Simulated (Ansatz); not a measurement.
**Magnetic states of iron, fcc**

Theory: Ansatz 0.2.0, DFT, m-r2SCAN, plane waves (500 eV) with PAW, scalar-relativistic. (PAW data from PBE, frozen cores regenerated.)

Each start was relaxed and then solved on a dense mesh, with Fermi-Dirac smearing of 0.05 eV (0.1 eV in a metal without spin) extrapolated to zero. Rows within 2 meV/atom of each other tie.

Q: Where does each start end, and how do the energies compare? Starts: ferromagnetic; antiferromagnetic (type I, layers along [001]).

A: 
| start | ends | ΔE (meV/atom) | V (Å³/atom) |
| --- | --- | --- | --- |
| antiferromagnetic (type I, layers along [001]) | antiferromagnetic, largest moment 1.13 μB in the atomic sphere | 0.0 | 10.18 |
| ferromagnetic | non-magnetic | 20.3 | 9.92 |

m-r²SCAN is r²SCAN on the gauge-invariant kinetic-energy density; without spin polarisation the two are equal.
